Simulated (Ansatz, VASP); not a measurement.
## Pd in VASP and in Ansatz

INCAR

```
  PREC = Accurate
  ENCUT = 520
  EDIFF = 1E-7
  ISMEAR = -1
  SIGMA = 0.05
  LREAL = F
  LASPH = T
  NELM = 60
  ALGO = Normal
  ISIF = 2
  LWAVE = F
  LCHARG = T
  GGA = PS
  LELF = T
  LVHAR = T
  NBANDS = 11
```

File KPOINTS:

```
regular mesh
0
Gamma
  18 18 18
```

POSCAR

```
Pd
1.0
    0.0000000000      1.9051970228      1.9051970228
    1.9051970228      0.0000000000      1.9051970228
    1.9051970228      1.9051970228      0.0000000000
Pd
1
Direct
    0.0000000000      0.0000000000      0.0000000000
```

Input for Ansatz:

```yaml
crystal:
  lattice:
    - [0.0, 1.9051970228, 1.9051970228]
    - [1.9051970228, 0.0, 1.9051970228]
    - [1.9051970228, 1.9051970228, 0.0]
  atoms:
    - { symbol: Pd, position: [0.0, 0.0, 0.0] }
kpoints:
  mp_grid: { grid: [18, 18, 18] }
  band_path:
    path:
      - [0.0, 0.0, 0.0]
      - [0.5, 0.0, 0.5]
      - [0.625, 0.25, 0.625]
      - [0.375, 0.375, 0.75]
      - [0.0, 0.0, 0.0]
      - [0.5, 0.5, 0.5]
      - [0.5, 0.25, 0.75]
      - [0.5, 0.0, 0.5]
    npoints: 5
scf:
  occupations: { method: fermi_dirac, width: 0.05 }
hamiltonian:
  xc: pbesol
  pseudopotentials: { kind: all_electron, lapw: { basis_error: 0.00025 } }
output:
  forces: true
  stress: true
  eigenvalues: true
```

Change from the starting cell: volume scaled by 0.94.

Alike in both runs: task single point; functional PBEsol; k mesh 18 × 18 × 18; occupations fermi-dirac, width 0.05 eV; no spin polarisation.

```csv
,VASP,Ansatz
version,VASP 6.6.1,Ansatz 0.2.0
potentials or method,"VASP PAW PBE potentials, release 64 (Pd)","all-electron LAPW, scalar-relativistic"
plane-wave cutoff (eV),520,see its input
```

|  | VASP | Ansatz | Ansatz less VASP |
| --- | --- | --- | --- |
| pressure (GPa) | 11.5 | 11.9 | +0.38 |

Ansatz ran all-electron here, so the differences hold the error of VASP's frozen core and of both bases.

Caveats: the PAW data sets were made with another functional, which shifts forces and pressure a little (VASP).
